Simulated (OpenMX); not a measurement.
Set up this calculation in OpenMX 3.8.5, as an ASE script.

```yaml
Task: single point
Functional: LDA-PW92
Potentials_or_basis: OpenMX 2013 LDA set, Be7.0-s2p2, grid cutoff 300 Ry
k_mesh: 13 × 13 × 9
Occupations: fermi-dirac, width 0.05 eV
Spin: collinear spin, antiferromagnetic start
Starting_moments: "[0.5, -0.5] μB"
Mixing_scheme: rmm-diisk
SCF_threshold: 1e-08 Ha
Solver: band
Max_SCF_cycles: 100
```

Be:

```xyz
2
Lattice="2.2707 0.0294 0.0158 -1.1099 1.9529 -0.0174 0.0249 -0.0172 3.6293" Properties=species:S:1:pos:R:3 pbc="T T T"
Be    1.1625    0.6576    2.7267
Be    0.0232    1.3074    0.9010
```

The cell isn't the ideal one: cell strained at random at fixed volume.

One way to write it, as run:

run.py

```python
from ase import Atoms
from ase.calculators.openmx import OpenMX

atoms = Atoms(['Be', 'Be'],
              cell=[[2.270737, 0.029367, 0.015845], [-1.109936, 1.952865, -0.017442], [0.024851, -0.017239, 3.629281]],
              scaled_positions=[[0.6666666667, 0.3333333333, 0.75], [0.3333333333, 0.6666666667, 0.25]],
              pbc=True)

def calculator():
    omx = OpenMX(
        label='Be',
        command='openmx',
        nohup=True,
        xc='LSDA-PW',
        kpts=(13, 13, 9),
        system_currentdirectory='./',
        data_path='./DFT_DATA13',
        level_of_fileout=0,
        definition_of_atomic_species=[['Be', 'Be7.0-s2p2', 'Be_CA13']],
        atoms_speciesandcoordinates_unit='Ang',
        atoms_speciesandcoordinates=[['1', 'Be', '0', '0', '0', 1.25, 0.75], ['2', 'Be', '0', '0', '0', 0.75, 1.25]],
        scf_spinpolarization='on',
        scf_electronictemperature=580.226,
        scf_energycutoff=300.0,
        scf_maxiter=100,
        scf_eigenvaluesolver='band',
        scf_mixing_type='rmm-diisk',
        scf_init_mixing_weight=0.05,
        scf_min_mixing_weight=0.001,
        scf_max_mixing_weight=0.3,
        scf_mixing_history=25,
        scf_mixing_startpulay=8,
        scf_criterion=1e-08,
    )
    return omx

atoms.calc = calculator()
print('stress_eV_A3', atoms.get_stress().round(8).tolist())
print('forces_eV_A', atoms.get_forces().round(6).tolist())
print('energy_eV', round(atoms.get_potential_energy(), 6))
```

Potentials or basis: OpenMX 2013 LDA set, Be7.0-s2p2, grid cutoff 300 Ry.

Run with:

```sh
$ python run.py > run.log
```

Results of the run:

```
Pressure               : -8.4 GPa
Largest force          : 0.059 eV/Å
Band gap on the k mesh : none (metal or under the smearing width)
Net moment             : 0.00 μB per cell
```

Caveat: the basis of atomic orbitals isn't converged, which shifts pressures, moduli and gaps.

Wall time 68 s on 1 thread of Intel(R) Xeon(R) Platinum 8375C CPU @ 2.90GHz (Ice Lake), on a shared host, peak memory 0.38 GiB.
